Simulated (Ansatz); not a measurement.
Calculated with Ansatz (gas phase, PBE0-D4/def2-TZVP geometries, no zero-point term in ΔE). CCSD(T)/CBS adds triple-zeta CCSD(T) − MP2 to the extrapolated MP2 energy (def2 sets, frozen cores). DFT in def2-TZVPP. B3LYP here is the variant with VWN-RPA as its local correlation; programs differ in this. Each species was taken in one conformer, which may not be the lowest.

Reaction (ligand exchange at the Si–S bond): `CO[SiH2]S[SiH3]` + `CC(=O)O` → `CO[SiH2]OC(C)=O` + `[SiH3]S`

```json
{"level": "PBE-D4", "ΔE (kJ/mol)": "-7.2", "difference from CCSD(T)/CBS": "15.8"}
{"level": "B3LYP-D4", "ΔE (kJ/mol)": "-22.7", "difference from CCSD(T)/CBS": "0.3"}
{"level": "ωB97X-V", "ΔE (kJ/mol)": "-23.2", "difference from CCSD(T)/CBS": "-0.2"}
{"level": "PBE0", "ΔE (kJ/mol)": "-14.6", "difference from CCSD(T)/CBS": "8.4"}
{"level": "HF/def2-TZVPP", "ΔE (kJ/mol)": "-42.4", "difference from CCSD(T)/CBS": "-19.4"}
{"level": "SCS-MP2/def2-TZVPP", "ΔE (kJ/mol)": "-28.3", "difference from CCSD(T)/CBS": "-5.3"}
{"level": "CCSD/def2-TZVPP", "ΔE (kJ/mol)": "-30.3", "difference from CCSD(T)/CBS": "-7.3"}
{"level": "HF/CBS(def2)", "ΔE (kJ/mol)": "-44.2", "difference from CCSD(T)/CBS": "-21.2"}
{"level": "MP2/CBS(def2)", "ΔE (kJ/mol)": "-17.9", "difference from CCSD(T)/CBS": "5.1"}
{"level": "CCSD/CBS(def2)", "ΔE (kJ/mol)": "-26.3", "difference from CCSD(T)/CBS": "-3.3"}
{"level": "CCSD(T)/CBS", "ΔE (kJ/mol)": "-23.0", "difference from CCSD(T)/CBS": "0"}
```

Largest T1 diagnostic among the species: 0.015.

From PBE to PBE0 (25 % exact exchange), in def2-TZVPP and without D4, ΔE moves by −3.3 kJ/mol. In def2-TZVPP, CCSD(T) changes the Hartree–Fock value by +15.4 kJ/mol (the triples alone add +3.3 kJ/mol) and MP2 by +20.5 kJ/mol.

CCSD(T)/CBS has its own doubt, a few kJ/mol and more with outer-core shells, so smaller differences from it don't rank the levels.
